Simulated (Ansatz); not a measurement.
## Li: a bulk modulus from differences

The cell was found from a structure generator's guess, not taken from experiment.

Level of theory: DFT PBE, scalar-relativistic, plane waves, PAW in Ansatz. Settings of the last relaxation (3-atom cell): 420 eV, 18×18×18 k points, Gaussian smearing of 0.10 eV, no spin polarisation.

```
Li
1.0
    -1.43073    2.52892    4.20691
     1.43073   -2.52892    4.20691
     1.43073    2.52892   -4.20691
Li
3
Direct
  0.32481 0.82481 0.50000
  0.67519 0.17519 0.50000
  0.00000 0.00000 0.00000
```

The cell was set to several volumes, with shape and atoms relaxed at each where symmetry leaves them free. Pressure is positive in compression, and energies count from the lowest row. No row has a gap on its mesh.

```
row  V (Å³/atom)  P (GPa)  ΔE (meV/atom)
  1       17.860     2.10           14.6
  2       18.469     1.47            7.9
  3       19.078        ?              ?
  4       19.686     0.44            0.8
  5       20.295     0.01            0.0
  6       20.904    -0.37            0.7
  7       21.513    -0.69            2.7
  8       22.325    -1.08            7.3
```

Task: Find B = −V·ΔP/ΔV from rows 4 and 6 and from rows 1 and 2, and from the two its slope B′ and its value B0 at zero pressure.

Result: Rows 4 and 6 give −(19.686 + 20.904)/2 × (-0.37 − (0.44))/(20.904 − 19.686) = 13.5 GPa at a mean pressure of 0.04 GPa. Rows 1 and 2 give −(17.860 + 18.469)/2 × (1.47 − (2.10))/(18.469 − 17.860) = 18.8 GPa at a mean pressure of 1.79 GPa. So B′ = (18.8 − 13.5)/(1.79 − (0.04)) = 3.03 and B0 = 13.5 − 3.03 × (0.04) = 13.4 GPa. A third-order Birch–Murnaghan fit to all the energies gives B0 = 13.3 GPa and B′ = 3.3.

Task: Estimate the pressure and energy of row 3.

Result: From row 5, V0 = 20.295 × (1 + (0.01)/13.4) = 20.310 Å³/atom. Murnaghan's form P = (B0/B′)·[(V0/V)^B′ − 1] gives (13.4/3.03) × [(20.310/19.078)^3.03 − 1] = 0.92 GPa; the computed pressure is 0.91 GPa, so the estimate is off by +0.01 GPa. The work of compression from row 4, with the mean of the two pressures, gives ΔE = 0.8 + (0.92 + 0.44)/2 × (19.686 − 19.078)/160.2 × 1000 = 3.4 meV/atom (1 eV/Å³ = 160.2 GPa); the computed value is 3.4 meV/atom.

All volumes keep the k mesh of the relaxed cell. Symmetry constrained the relaxation, so the result can be a saddle point. Another cell of Li relaxed alike, in I4/mmm, lies 27 meV/atom lower, so this cell isn't the stable form at this level.
